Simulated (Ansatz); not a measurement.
CdF2:

```xyz
3
Lattice="0.0000 2.6940 2.6940 2.6940 0.0000 2.6940 2.6940 2.6940 0.0000" Properties=species:S:1:pos:R:3 pbc="T T T"
Cd    0.0000    0.0000    0.0000
F     4.0410    4.0410    4.0410
F     1.3470    1.3470    1.3470
```

Base run:

- Program: Ansatz 0.2.0
- Functional: PBE0
- Potentials or basis: Ansatz PAW
- Cutoff: 420 eV (not typed: the program's choice for these potentials)
- k mesh: 5 × 5 × 5
- Occupations: fermi-dirac, width 0.05 eV
- Spin: no spin polarisation

Its results: band gap on the k mesh 6.05 eV, indirect (least direct gap 6.54 eV); pressure 1.5 GPa.

The run is repeated on the same cell with these changes: functional from PBE0 to PBEsol0. What comes out?

Band gap on the k mesh 5.90 eV, indirect (least direct gap 6.39 eV); pressure -2.7 GPa.

Caveats: the k mesh misses the band edges, so the gap on the mesh is wider than the one along the path; the PAW data sets come from PBE, with cores solved anew for the run's functional, which leaves a small shift of forces and pressure; the thresholds are loose for stress.
